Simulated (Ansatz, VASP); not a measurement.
# Ga2Pt: VASP beside Ansatz, part 2 of 2

Aim: how closely do two programs agree when they are given the same cell, functional and k mesh? The cell is taken from a series of runs on this material, whose earlier steps may have relaxed, scaled, displaced or heated it; both programs get it as it stands.

VASP 6.6.1 and Ansatz 0.2.0.

So far: The starting structure; Ansatz: relaxation of cell and atoms, r2SCAN with rVV10.

### 3. VASP: relaxation of cell and atoms, r2SCAN with rVV10

Level of this step: r2SCAN with rVV10; plane waves and PAW (Ga_d, Pt) (VASP).

The same cell, functional, mesh and smearing now go to VASP, with its own data sets.

Lines of VASP's logs that name or quote its potential files are left out, and so is its time.

INCAR

```
SYSTEM = Ga2Pt
PREC = Accurate
ENCUT = 550
EDIFF = 1E-07
NELM = 120
ISMEAR = 0
SIGMA = 0.1
LREAL = .FALSE.
ALGO = Normal
METAGGA = R2SCAN
LUSE_VDW = .TRUE.
IVDW_NL = 2
BPARAM = 11.95
CPARAM = 0.0093
LASPH = .TRUE.
NBANDS = 24
LORBIT = 11
LWAVE = .FALSE.
LCHARG = .FALSE.
ISIF = 3
IBRION = 2
NSW = 80
EDIFFG = -0.005
GGA_COMPAT = .FALSE.
NELMIN = 4
LMIXTAU = .TRUE.
KPAR = 2
```

POSCAR

```
Ga2Pt
1.0
    0.0000000000      2.9555000000      2.9555000000
    2.9555000000      0.0000000000      2.9555000000
    2.9555000000      2.9555000000      0.0000000000
Ga Pt
2 1
Direct
    0.2500000000      0.2500000000      0.2500000000
    0.7500000000      0.7500000000      0.7500000000
    0.0000000000      0.0000000000      0.0000000000
```

KPOINTS

```
Automatic mesh
0
Gamma
10 10 10
0 0 0
```

PAW data sets: Ga_d and Pt (PBE family, release 64).

On the command line:

```
$ mpirun -np 2 vasp_std
```

Numbers of over 12 decimals in the logs are rounded to 6 here.

Output:

```text
[banner, memory and clock lines left out]
running    2 mpi-ranks, on    1 nodes
 distrk:  each k-point on    1 cores,    2 groups
 distr:  one band on    1 cores,    1 groups

 POSCAR found type information on POSCAR GaPt
 POSCAR found :  2 types and       3 ions
|                                                                             |
|               ----> ADVICE to this user running VASP <----                  |
|                                                                             |
|     You have switched on vdW-DFT.                                           |
|     This routine was written and supplied by Jiri Klimes. We recommend      |
|     that you carefully read and cite the following publications:            |
|       J. Klimes, D.R. Bowler, A. Michelides                                 |
|          J. Phys.: Cond Matt. 22 022201 (2010)                              |
|       J. Klimes, D.R. Bowler, A. Michelides                                 |
|          Phys. Rev. B. 83, 195131 (2011)                                    |
|     and references therein.                                                 |
|                                                                             |

|                                                                             |
|               ----> ADVICE to this user running VASP <----                  |
|                                                                             |
|     You enforced a specific xc type in the INCAR file but a different       |
|     [... a line on the potential file left out ...]
|     I HOPE YOU KNOW WHAT YOU ARE DOING!                                     |
|                                                                             |

 LDA part: xc-table for (None), standard interpolation
 POSCAR, INCAR and KPOINTS ok, starting setup
 FFT: planning ... GRIDC
 FFT: planning ... GRID_SOFT
 FFT: planning ... GRID
 WAVECAR not read
 entering main loop
       N       E                     dE             d eps       ncg     rms          rms(c)
Total rVV10 correction in eV:      1.0051107    40.9908501
Total rVV10 correction in eV:      1.0051107    40.9908501
DAV:   1     0.204537425589E+03    0.20454E+03   -0.18989E+04  2416   0.283E+03
DAV:   2    -0.557230125394E+02   -0.26026E+03   -0.24948E+03  2424   0.548E+02
DAV:   3    -0.805773478345E+02   -0.24854E+02   -0.24553E+02  2688   0.129E+02
DAV:   4    -0.811297181225E+02   -0.55237E+00   -0.55190E+00  2568   0.212E+01
DAV:   5    -0.811454165886E+02   -0.15698E-01   -0.15697E-01  3128   0.322E+00    0.910E+00
Total rVV10 correction in eV:      0.9880925    40.9908522
Total rVV10 correction in eV:      0.9880925    40.9908522
DAV:   6    -0.753756085493E+02    0.57698E+01   -0.34596E+00  2520   0.181E+01    0.376E+00
Total rVV10 correction in eV:      0.9907117    40.9908522
Total rVV10 correction in eV:      0.9907117    40.9908522
DAV:   7    -0.751914679799E+02    0.18414E+00   -0.36733E-01  2376   0.524E+00    0.226E+00
Total rVV10 correction in eV:      0.9892639    40.9908522
Total rVV10 correction in eV:      0.9892639    40.9908522
DAV:   8    -0.752774347007E+02   -0.85967E-01   -0.13783E-01  2264   0.240E+00    0.766E-01
Total rVV10 correction in eV:      0.9889292    40.9908522
Total rVV10 correction in eV:      0.9889292    40.9908522
DAV:   9    -0.752989122702E+02   -0.21478E-01   -0.12262E-02  2552   0.117E+00    0.432E-01
Total rVV10 correction in eV:      0.9885517    40.9908522
Total rVV10 correction in eV:      0.9885517    40.9908522
DAV:  10    -0.752941260168E+02    0.47863E-02   -0.89479E-03  2320   0.805E-01    0.129E-01
Total rVV10 correction in eV:      0.9889002    40.9908522
Total rVV10 correction in eV:      0.9889002    40.9908522
DAV:  11    -0.753011645283E+02   -0.70385E-02   -0.46752E-03  2336   0.613E-01    0.190E-02
Total rVV10 correction in eV:      0.9889710    40.9908522
Total rVV10 correction in eV:      0.9889710    40.9908522
DAV:  12    -0.753017817168E+02   -0.61719E-03   -0.69927E-04  2344   0.212E-01    0.143E-02
Total rVV10 correction in eV:      0.9890350    40.9908522
Total rVV10 correction in eV:      0.9890350    40.9908522
DAV:  13    -0.753017248526E+02    0.56864E-04   -0.72101E-05  2696   0.619E-02    0.870E-03
Total rVV10 correction in eV:      0.9890678    40.9908522
Total rVV10 correction in eV:      0.9890678    40.9908522
DAV:  14    -0.753018406288E+02   -0.11578E-03   -0.28968E-05  2368   0.613E-02    0.405E-03
Total rVV10 correction in eV:      0.9890576    40.9908522
Total rVV10 correction in eV:      0.9890576    40.9908522
DAV:  15    -0.753018521122E+02   -0.11483E-04   -0.98093E-06  2400   0.336E-02    0.141E-03
Total rVV10 correction in eV:      0.9890543    40.9908522
Total rVV10 correction in eV:      0.9890543    40.9908522
DAV:  16    -0.753018546168E+02   -0.25045E-05   -0.90558E-07  2232   0.109E-02    0.120E-03
Total rVV10 correction in eV:      0.9890526    40.9908522
Total rVV10 correction in eV:      0.9890526    40.9908522
DAV:  17    -0.753018551813E+02   -0.56454E-06   -0.66910E-08  1816   0.299E-03    0.703E-04
Total rVV10 correction in eV:      0.9890488    40.9908522
Total rVV10 correction in eV:      0.9890488    40.9908522
DAV:  18    -0.753018553763E+02   -0.19500E-06   -0.82455E-08  1720   0.345E-03    0.224E-04
Total rVV10 correction in eV:      0.9890490    40.9908522
Total rVV10 correction in eV:      0.9890490    40.9908522
DAV:  19    -0.753018557412E+02   -0.36490E-06   -0.18409E-08  1296   0.147E-03    0.886E-05
Total rVV10 correction in eV:      0.9890489    40.9908522
Total rVV10 correction in eV:      0.9890489    40.9908522
DAV:  20    -0.753018557268E+02    0.14390E-07   -0.26317E-09  1264   0.643E-04
Total rVV10 correction in eV:      0.9890492    40.9908522
Total rVV10 correction in eV:      0.9890492    40.9908522
Total rVV10 correction in eV:      0.9890488    40.9908522
Total rVV10 correction in eV:      0.9890488    40.9908522
   1 F= -.75301856E+02 E0= -.75299535E+02  d E =-.753019E+02
[...]
2 F= -.75301550E+02 E0= -.75299126E+02  d E =0.305678E-03
[...]
3 F= -.75302093E+02 E0= -.75299734E+02  d E =-.237077E-03
 curvature:  -0.22 expect dE=-0.943E-05 dE for cont linesearch -0.943E-05
 ZBRENT: interpolating
 opt :   0.4542  next Energy=   -75.302103 (dE=-0.247E-03)
 bond charge predicted
       N       E                     dE             d eps       ncg     rms          rms(c)
Total rVV10 correction in eV:      0.9902859    40.9908524
Total rVV10 correction in eV:      0.9902859    40.9908524
DAV:   1    -0.753022725473E+02   -0.17973E-03   -0.23576E-03  2960   0.671E-01    0.784E-02
Total rVV10 correction in eV:      0.9904957    40.9908524
Total rVV10 correction in eV:      0.9904957    40.9908524
DAV:   2    -0.753021139129E+02    0.15863E-03   -0.30621E-04  2768   0.214E-01    0.327E-02
Total rVV10 correction in eV:      0.9905265    40.9908524
Total rVV10 correction in eV:      0.9905265    40.9908524
DAV:   3    -0.753020922488E+02    0.21664E-04   -0.27443E-05  3200   0.837E-02    0.155E-02
Total rVV10 correction in eV:      0.9905585    40.9908524
Total rVV10 correction in eV:      0.9905585    40.9908524
DAV:   4    -0.753020848753E+02    0.73736E-05   -0.70698E-06  2800   0.290E-02    0.385E-03
Total rVV10 correction in eV:      0.9905614    40.9908524
Total rVV10 correction in eV:      0.9905614    40.9908524
DAV:   5    -0.753020854882E+02   -0.61296E-06   -0.28831E-06  2352   0.172E-02    0.510E-04
Total rVV10 correction in eV:      0.9905616    40.9908524
Total rVV10 correction in eV:      0.9905616    40.9908524
DAV:   6    -0.753020876402E+02   -0.21520E-05   -0.85663E-07  1912   0.587E-03    0.264E-04
Total rVV10 correction in eV:      0.9905630    40.9908524
Total rVV10 correction in eV:      0.9905630    40.9908524
DAV:   7    -0.753020880166E+02   -0.37641E-06   -0.19018E-08  1232   0.141E-03    0.225E-04
Total rVV10 correction in eV:      0.9905644    40.9908524
Total rVV10 correction in eV:      0.9905644    40.9908524
DAV:   8    -0.753020887403E+02   -0.72365E-06   -0.34651E-08  1488   0.111E-03    0.298E-05
Total rVV10 correction in eV:      0.9905646    40.9908524
Total rVV10 correction in eV:      0.9905646    40.9908524
DAV:   9    -0.753020887854E+02   -0.45126E-07   -0.40617E-09  1168   0.624E-04
Total rVV10 correction in eV:      0.9905644    40.9908524
Total rVV10 correction in eV:      0.9905644    40.9908524
Total rVV10 correction in eV:      0.9905645    40.9908524
Total rVV10 correction in eV:      0.9905645    40.9908524
   4 F= -.75302089E+02 E0= -.75299722E+02  d E =-.233059E-03
 curvature:  -0.23 expect dE=-0.244E-09 dE for cont linesearch -0.244E-09
 trial: gam= 0.00000 g(F)=  0.772E-44 g(S)=  0.105E-08 ort =-0.120E-05 (trialstep = 0.891E+00)
 search vector abs. value=  0.115E-08
 reached required accuracy - stopping structural energy minimisation
```

From OUTCAR (step 3):

```text
ion  position               nearest neighbor table
   1  0.250  0.250  0.250-   3 2.56   3 2.56   3 2.56   3 2.56
   2  0.750  0.750  0.750-   3 2.56   3 2.56   3 2.56   3 2.56
   3  0.000  0.000  0.000-   2 2.56   2 2.56   2 2.56   1 2.56   1 2.56   1 2.56   2 2.56   1 2.56

  LATTYP: Found a face centered cubic cell.
 ALAT       =     5.9110000000

 Subroutine GETGRP returns: Found 48 space group operations
 (whereof 48 operations were pure point group operations)

The static configuration has the point symmetry O_h .

 Found     47 irreducible k-points:

   k-points           NKPTS =     47   k-points in BZ     NKDIM =     47   number of bands    NBANDS=     24

   dimension x,y,z NGX =    32 NGY =   32 NGZ =   32
   dimension x,y,z NGXF=    64 NGYF=   64 NGZF=   64

   ENCUT  =  550.0 eV  40.42 Ry    6.36 a.u.   7.99  7.99  7.99*2*pi/ulx,y,z

   NELECT =      36.0000    total number of electrons

 k-points in reciprocal lattice and weights: Automatic mesh
   0.00000000  0.00000000  0.00000000       0.001
   0.10000000  0.00000000  0.00000000       0.008
   0.20000000  0.00000000  0.00000000       0.008
   0.30000000  0.00000000  0.00000000       0.008
   0.40000000  0.00000000  0.00000000       0.008
   0.50000000  0.00000000  0.00000000       0.004
   0.10000000  0.10000000  0.00000000       0.006
   0.20000000  0.10000000  0.00000000       0.024
   0.30000000  0.10000000  0.00000000       0.024
[...]
-0.30000000  0.40000000  0.20000000       0.024
  -0.30000000  0.50000000  0.20000000       0.012

 average (electrostatic) potential at core
       1 -68.0338       2 -68.0338       3 -72.6827

 E-fermi :   7.0727

 k-point     1 :       0.0000    0.0000    0.0000
  band No.  band energies     occupation
    ...
     12       1.7720      2.00000
     13       1.7720      2.00000
     14       1.7720      2.00000
     15       3.5472      2.00000
     16       3.5472      2.00000
     17       7.5266      0.00000
     18      12.4457      0.00000
     19      12.4457      0.00000
     20      12.4457      0.00000
     21      12.5390      0.00000
    ...

 k-point     2 :       0.1000    0.0000    0.0000
  band No.  band energies     occupation
    ...
     12       1.5850      2.00000
     13       1.8344      2.00000
     14       1.8344      2.00000
     15       3.5184      2.00000
     16       3.5184      2.00000
     17       7.7037      0.00000
     18      10.2657      0.00000
     19      11.4218      0.00000
     20      11.4218      0.00000
     21      13.2154      0.00000
    ...

 k-point     3 :       0.2000    0.0000    0.0000
  band No.  band energies     occupation
    ...
     12       1.1377      2.00000
     13       1.9925      2.00000
     14       1.9925      2.00000
     15       3.4682      2.00000
     16       3.4682      2.00000
     17       7.1420      0.32700
     18       9.2138      0.00000
     19      10.3511      0.00000
     20      10.3511      0.00000
     21      12.5905      0.00000
    ...

  Total       -0.0001474     -0.0001474     -0.0001474      0.0000000      0.0000000      0.0000000
  in kB       -0.0045564     -0.0045564     -0.0045564      0.0000000      0.0000000      0.0000000
  external PRESSURE =      -0.0045564 kB  Pullay stress =       0.0000000 kB

  energy-cutoff  :      550.00
  volume of cell :       51.82
      direct lattice vectors                 reciprocal lattice vectors
     0.000000000  2.959148033  2.959148033    -0.168967552  0.168967552  0.168967552
     2.959148033 -0.000000000  2.959148033     0.168967552 -0.168967552  0.168967552
     2.959148033  2.959148033 -0.000000000     0.168967552  0.168967552 -0.168967552

 POSITION                                       TOTAL-FORCE (eV/Angst)
 -----------------------------------------------------------------------------------
      1.47957      1.47957      1.47957         0.000000      0.000000      0.000000
      4.43872      4.43872      4.43872        -0.000000     -0.000000     -0.000000
      2.95915      2.95915      5.91830        -0.000000     -0.000000     -0.000000
 -----------------------------------------------------------------------------------
    total drift:                               -0.000000     -0.000000      0.000000

  FREE ENERGIE OF THE ION-ELECTRON SYSTEM (eV)
  ---------------------------------------------------
  free  energy   TOTEN  =       -75.3020887854 eV

  energy  without entropy=      -75.2973549293  energy(sigma->0) =      -75.29972186

 reached required accuracy - stopping structural energy minimisation

 total charge
# of ion       s       p       d       tot
------------------------------------------
    1        0.844   0.738  10.019  11.602
    2        0.844   0.738  10.019  11.602
    3        0.785   0.658   8.169   9.612
--------------------------------------------------
tot          2.473   2.135  28.207  32.815

[... 3 further parts left out ...]
```

CONTCAR:

```
Ga2Pt
   1.00000000000000
     0.0000000000000000    2.9591480325998796    2.9591480325998796
     2.9591480325998796   -0.0000000000000000    2.9591480325998796
     2.9591480325998796    2.9591480325998796   -0.0000000000000000
  Ga              Pt
     2     1
Direct
     0.2500000000000000    0.2500000000000000    0.2500000000000000
     0.7500000000000000    0.7500000000000000    0.7500000000000000
     1.0000000000000000    1.0000000000000000    0.0000000000000000
```

### 4. Side by side

Known differences besides the potentials themselves: VASP keeps PBE cores, Ansatz makes them for the functional; the data sets hold 44 valence electrons in Ansatz (on its default PAW (the set named soft_2) files) and 36 in VASP; the cutoff is 500 eV in Ansatz and 550 eV in VASP; Ansatz adds a Pulay correction to the stress that steers its cell, VASP none. Total energies have different zeros and are not compared.

Both answers:

```csv
quantity,Ansatz,VASP,difference
volume (Å³),51.69,51.82,-0.25 %
"edge a after relaxation, in the typed setting (Å)",4.181,4.185,-0.09 %
```

### 5. Outcome

| Property | Result |
| --- | --- |
| difference in volume (relaxation of cell and atoms, r2SCAN with rVV10) | -0.25 % |

The difference in volume is -0.25 % (relaxation of cell and atoms, r2SCAN with rVV10), within the 1.2 % picked in this series as the mark of a large difference, as far as the stopping tolerances let one tell. The data sets hold unlike numbers of valence electrons (44 in Ansatz and 36 in VASP), so part of the differences comes from the potentials. 1 further run of this series is not shown here. Such differences can come from data sets, numerical settings and the points named under the comparisons, not from the functional's error against experiment.

[Lines on the potential files, build, host, timing and source positions are cut from VASP's logs without a mark.]

[Logs are printed without paths, hosts, clocks, repeated set-up lines and the standing remarks that a program may print on its own settings, such as how far it seeks lower states.]

[Hosts, paths, dates, database ids (printed as entryN), source tags and the programs' standing remarks are cut or masked in the printed files.]
